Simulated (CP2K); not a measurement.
The system is InP.

```xyz
2
Lattice="4.1444 0.0000 0.0000 2.0722 3.5891 0.0000 2.0722 1.1964 3.3838" Properties=species:S:1:pos:R:3 pbc="T T T"
In    0.0000    0.0000    0.0000
P     6.2165    3.5891    2.5379
```

Base run:

| Property | Result |
| --- | --- |
| Program | CP2K 2026.2 |
| Functional | TPSS |
| Potentials or basis | POTENTIAL_UZH In GTH-PBE-q13, P GTH-PBE-q5; TZVP-MOLOPT-PBE-GTH basis |
| Density cutoff | 9184 eV |
| k mesh | 8 × 8 × 8 |
| Occupations | fermi-dirac, width 0.05 eV |
| Spin | no spin polarisation |

Its results: band gap on the k mesh 0.73 eV, direct; pressure 3.3 GPa.

**Question.** After a change of settings the same cell gave: band gap on the k mesh 0.58 eV, direct; pressure 3.3 GPa. Which change was it?
A. functional from TPSS to rev-vdW-DF2
B. functional from TPSS to WC
C. functional from TPSS to LDA
D. functional from TPSS to RPBE

**Answer.** A.

Caveats: the potentials were made for another functional, which shifts forces and pressure; spin-orbit coupling is left out, which moves the levels of the heavy elements; the basis of atomic orbitals isn't converged, which shifts pressures, moduli and gaps.

Runs at the PBE level aren't shown here.
